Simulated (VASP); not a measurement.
## W: relaxation of cell and atoms with PBE

W:

```
W
1.0
    -1.58234    1.58234    1.58234
     1.58234   -1.58234    1.58234
     1.58234    1.58234   -1.58234
W
1
Direct
  0.00000 0.00000 0.00000
```

| Property | Result |
| --- | --- |
| Program | VASP 6.6.1 |
| Task | relaxation of cell and atoms |
| Functional | PBE |
| Potentials or basis | VASP PAW PBE potentials, release 64 (W_sv) |
| Cutoff | 600 eV |
| k mesh | 20 × 20 × 20 |
| Occupations | methfessel-paxton, width 0.1 eV |
| Spin | no spin polarisation |
| Further INCAR settings | ALGO = Normal; EDIFF = 1e-06; IBRION = 2; EDIFFG = -0.01; NSW = 90; ISIF = 3 |

| Item | Value |
| --- | --- |
| Relaxed volume | 16.16 Å³/atom |
| Relaxed cell | a = 2.759 Å, b = 2.759 Å, c = 2.759 Å, α = 109.47°, β = 109.47°, γ = 109.47° |
| Space group after relaxing (to 0.05 Å) | Im-3m (No. 229) |
| Energy gained by relaxing | 5.9 meV/atom |
| Ionic steps | 4 |
| Pressure after relaxing | 0.0 GPa |
| Band gap on the k mesh | none (metal or under the smearing width) |

Step by step:
| step | energy change (eV) | largest force (eV/Å) | pressure (GPa) | volume (Å³) |
| --- | --- | --- | --- | --- |
| 1 | 0.0000 | 0.0000 | 6.23 | 15.85 |
| 2 | 0.0631 | 0.0000 | -18.05 | 17.30 |
| 3 | -0.0059 | 0.0000 | -0.14 | 16.17 |
| 4 | -0.0059 | 0.0000 | -0.04 | 16.16 |

Final structure:
```xyz
1
Lattice="-1.5926 1.5926 1.5926 1.5926 -1.5926 1.5926 1.5926 1.5926 -1.5926" Properties=species:S:1:pos:R:3 pbc="T T T"
W     0.0000    0.0000    0.0000
```

Levels at points of the mesh, in eV from the Fermi level:
```
           k point  band 4  band 5  band 6  band 7  band 8  band 9  band 10  band 11
(0.00, 0.00, 0.00)  -37.87   -9.59   -1.26   -1.26   -1.26    2.15     2.15    14.41
(0.50, 0.00, 0.00)  -37.87   -6.22   -3.54    0.55    2.03    2.99     5.91    10.71
(0.50, 0.50, 0.50)  -38.71   -5.75   -5.75    4.96    4.96    4.96     8.03     8.03
```

Run time: 59 s on 1 thread of Intel(R) Xeon(R) Platinum 8488C (Sapphire Rapids), on a shared host, peak memory 0.19 GiB.

Spin-orbit coupling is left out, which matters for the levels of W. PBE usually gives volumes a little too large and moduli too small.
